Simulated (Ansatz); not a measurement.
A distorted cell of NaBr (rock salt):

```
NaBr
1.0
    0.00000     6.03598     6.03598
    3.01799     0.00000     3.01799
    3.01799     3.01799     0.00000
Br Na
2 2
Cartesian
 -0.02567   0.04679  -0.07247
  3.04366   2.97120   6.10845
  3.01799   3.01799   3.01799
  3.01799   6.03598   6.03598
```

Calculation: PBE (plane waves to 420 eV, PAW, scalar-relativistic; Ansatz, an electronic-structure program). k mesh 5×10×10 (Γ-centred), Fermi-Dirac smearing 0.05 eV. Compression counts positive. NaBr was relaxed with its symmetry unable to fall.

Task: Predict the force on every atom, in eV/Å.

Result: 
```tsv
atom	Fx	Fy	Fz
Br1	0.032	-0.058	0.091
Br2	-0.032	0.058	-0.091
Na3	0.000	0.000	0.000
Na4	0.000	0.000	0.000
```

(A displaced cell: forces are minus the slopes of the energy, force constants its curvatures, and phonons follow from these.)
